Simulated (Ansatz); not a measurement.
## Band table of PbS (zincblende type)

```
CELL_PARAMETERS angstrom
0.00000 3.25637 3.25637
3.25637 0.00000 3.25637
3.25637 3.25637 0.00000
ATOMIC_POSITIONS crystal
Pb 0.00000 0.00000 0.00000
S 0.25000 0.25000 0.25000
```

The cell comes from a relaxation on PAW files under the same functional, begun from a prototype that needn't be the stable phase.

Level of theory: DFT with PBE, scalar-relativistic, in Ansatz 0.2.0; a Γ-centred 11×11×11 k mesh, Fermi–Dirac smearing of 0.1 eV, no spin polarisation. LAPW: all electrons, basis error target 1 meV/atom.

This run: volume at 0.94 of the series' base cell.

Spin–orbit coupling is left out, which matters for the heavy atoms.

Path points, in fractions of the reciprocal vectors: Γ (0.000, 0.000, 0.000), X (-0.500, -0.500, 0.000), U (-0.375, -0.375, 0.250), K (-0.375, 0.000, 0.375), L (0.000, 0.000, 0.500), W (-0.500, -0.250, 0.250). The distance column jumps between branches of the path. Levels in eV from the valence-band top; bands 16 to 28, counted from the lowest band of the run. The gap is 0.69 eV, the pressure 2.46 GPa.

```
# k(1/Å) point b16 b17 b18 b19 b20 b21 b22 b23 b24 b25 b26 b27 b28
0.000 Γ -16.71 -16.71 -16.71 -16.66 -16.66 -12.90 -5.85 -1.88 -1.88 -1.88 2.45 2.45 2.45
0.121 - -16.71 -16.71 -16.71 -16.66 -16.66 -12.87 -5.96 -1.95 -1.95 -1.78 2.27 2.55 2.55
0.241 - -16.72 -16.70 -16.70 -16.66 -16.66 -12.78 -6.25 -2.12 -2.12 -1.52 1.90 2.83 2.83
0.362 - -16.73 -16.70 -16.70 -16.67 -16.66 -12.62 -6.65 -2.36 -2.36 -1.19 1.51 3.24 3.24
0.482 - -16.74 -16.69 -16.69 -16.67 -16.66 -12.43 -7.10 -2.61 -2.61 -0.89 1.19 3.73 3.73
0.603 - -16.76 -16.69 -16.69 -16.67 -16.65 -12.21 -7.53 -2.83 -2.83 -0.68 0.96 4.24 4.24
0.724 - -16.77 -16.68 -16.68 -16.67 -16.65 -12.00 -7.90 -3.00 -3.00 -0.57 0.81 4.72 4.72
0.844 - -16.77 -16.68 -16.68 -16.67 -16.65 -11.84 -8.16 -3.11 -3.11 -0.52 0.72 5.09 5.09
0.965 X -16.78 -16.68 -16.68 -16.67 -16.65 -11.78 -8.25 -3.15 -3.15 -0.51 0.69 5.23 5.23
1.007 - -16.78 -16.68 -16.68 -16.67 -16.65 -11.78 -8.25 -3.17 -3.15 -0.50 0.71 5.20 5.21
1.050 - -16.77 -16.68 -16.68 -16.67 -16.65 -11.78 -8.25 -3.21 -3.14 -0.48 0.77 5.14 5.17
1.093 - -16.77 -16.68 -16.68 -16.67 -16.65 -11.78 -8.25 -3.27 -3.12 -0.44 0.87 5.04 5.11
1.135 - -16.77 -16.68 -16.68 -16.67 -16.65 -11.78 -8.24 -3.34 -3.09 -0.41 1.00 4.91 5.02
1.178 - -16.77 -16.68 -16.68 -16.67 -16.65 -11.78 -8.24 -3.42 -3.06 -0.38 1.17 4.77 4.91
1.221 - -16.77 -16.68 -16.68 -16.67 -16.65 -11.79 -8.23 -3.49 -3.03 -0.36 1.37 4.61 4.79
1.263 - -16.77 -16.68 -16.68 -16.67 -16.65 -11.79 -8.22 -3.56 -2.98 -0.36 1.58 4.45 4.66
1.306 U -16.76 -16.68 -16.68 -16.67 -16.66 -11.81 -8.20 -3.61 -2.93 -0.37 1.80 4.27 4.53
1.897 K -16.76 -16.68 -16.68 -16.67 -16.66 -11.81 -8.20 -3.61 -2.93 -0.37 1.80 4.27 4.53
2.025 - -16.76 -16.69 -16.68 -16.66 -16.66 -11.87 -8.09 -3.66 -2.76 -0.47 2.39 3.73 4.10
2.152 - -16.75 -16.69 -16.69 -16.66 -16.66 -12.01 -7.89 -3.55 -2.57 -0.66 2.81 3.21 3.69
2.280 - -16.74 -16.69 -16.69 -16.66 -16.66 -12.19 -7.59 -3.29 -2.37 -0.91 2.68 3.14 3.33
2.408 - -16.74 -16.70 -16.70 -16.66 -16.66 -12.40 -7.18 -2.93 -2.19 -1.18 2.34 3.02 3.24
2.536 - -16.73 -16.70 -16.70 -16.66 -16.66 -12.60 -6.73 -2.53 -2.05 -1.45 2.16 2.77 3.12
2.664 - -16.72 -16.70 -16.70 -16.66 -16.66 -12.76 -6.30 -2.19 -1.96 -1.67 2.17 2.59 2.84
2.792 - -16.71 -16.71 -16.71 -16.66 -16.66 -12.87 -5.98 -1.96 -1.90 -1.82 2.33 2.48 2.56
2.920 Γ -16.71 -16.71 -16.71 -16.66 -16.66 -12.90 -5.85 -1.88 -1.88 -1.88 2.45 2.45 2.45
3.024 - -16.71 -16.71 -16.71 -16.66 -16.66 -12.88 -5.94 -1.91 -1.91 -1.86 2.38 2.49 2.49
3.129 - -16.71 -16.71 -16.71 -16.66 -16.66 -12.81 -6.16 -1.97 -1.97 -1.81 2.29 2.60 2.60
3.233 - -16.72 -16.70 -16.70 -16.66 -16.66 -12.70 -6.49 -2.07 -2.07 -1.79 2.31 2.76 2.76
3.338 - -16.73 -16.70 -16.70 -16.66 -16.66 -12.55 -6.86 -2.17 -2.17 -1.81 2.50 2.91 2.91
3.442 - -16.73 -16.70 -16.70 -16.66 -16.66 -12.40 -7.23 -2.27 -2.27 -1.88 2.83 3.04 3.04
3.547 - -16.74 -16.70 -16.70 -16.66 -16.66 -12.25 -7.55 -2.35 -2.35 -1.95 3.12 3.12 3.21
3.651 - -16.75 -16.70 -16.70 -16.66 -16.66 -12.14 -7.76 -2.40 -2.40 -2.00 3.16 3.16 3.53
3.755 L -16.75 -16.70 -16.70 -16.66 -16.66 -12.10 -7.83 -2.42 -2.42 -2.02 3.18 3.18 3.66
3.841 - -16.75 -16.70 -16.70 -16.66 -16.66 -12.09 -7.85 -2.65 -2.44 -1.76 3.12 3.22 3.64
3.926 - -16.75 -16.69 -16.69 -16.66 -16.66 -12.06 -7.88 -2.97 -2.50 -1.38 2.99 3.31 3.64
4.011 - -16.75 -16.69 -16.69 -16.66 -16.66 -12.01 -7.93 -3.24 -2.60 -1.00 2.83 3.27 3.83
4.097 - -16.75 -16.69 -16.69 -16.66 -16.66 -11.95 -8.00 -3.43 -2.74 -0.67 2.71 3.12 4.16
4.182 - -16.76 -16.69 -16.68 -16.66 -16.66 -11.88 -8.08 -3.54 -2.90 -0.39 2.65 2.96 4.55
4.267 - -16.76 -16.69 -16.68 -16.67 -16.66 -11.83 -8.16 -3.56 -3.08 -0.18 2.63 2.81 4.88
4.352 - -16.76 -16.69 -16.68 -16.67 -16.66 -11.79 -8.21 -3.51 -3.25 -0.05 2.64 2.71 5.04
4.438 W -16.76 -16.69 -16.68 -16.67 -16.66 -11.77 -8.23 -3.42 -3.39 0.00 2.64 2.68 5.07
4.498 - -16.76 -16.69 -16.68 -16.67 -16.66 -11.77 -8.23 -3.41 -3.38 -0.02 2.26 3.07 5.07
4.558 - -16.76 -16.69 -16.68 -16.67 -16.66 -11.77 -8.23 -3.39 -3.36 -0.07 1.89 3.49 5.09
4.618 - -16.77 -16.68 -16.68 -16.67 -16.65 -11.78 -8.24 -3.35 -3.32 -0.16 1.56 3.91 5.13
4.679 - -16.77 -16.68 -16.68 -16.67 -16.65 -11.78 -8.24 -3.30 -3.28 -0.25 1.27 4.31 5.16
4.739 - -16.77 -16.68 -16.68 -16.67 -16.65 -11.78 -8.25 -3.24 -3.23 -0.35 1.02 4.67 5.19
4.799 - -16.77 -16.68 -16.68 -16.67 -16.65 -11.78 -8.25 -3.20 -3.19 -0.44 0.84 4.96 5.21
4.860 - -16.77 -16.68 -16.68 -16.67 -16.65 -11.78 -8.25 -3.16 -3.16 -0.49 0.73 5.16 5.22
4.920 X -16.78 -16.68 -16.68 -16.67 -16.65 -11.78 -8.25 -3.15 -3.15 -0.51 0.69 5.23 5.23
```
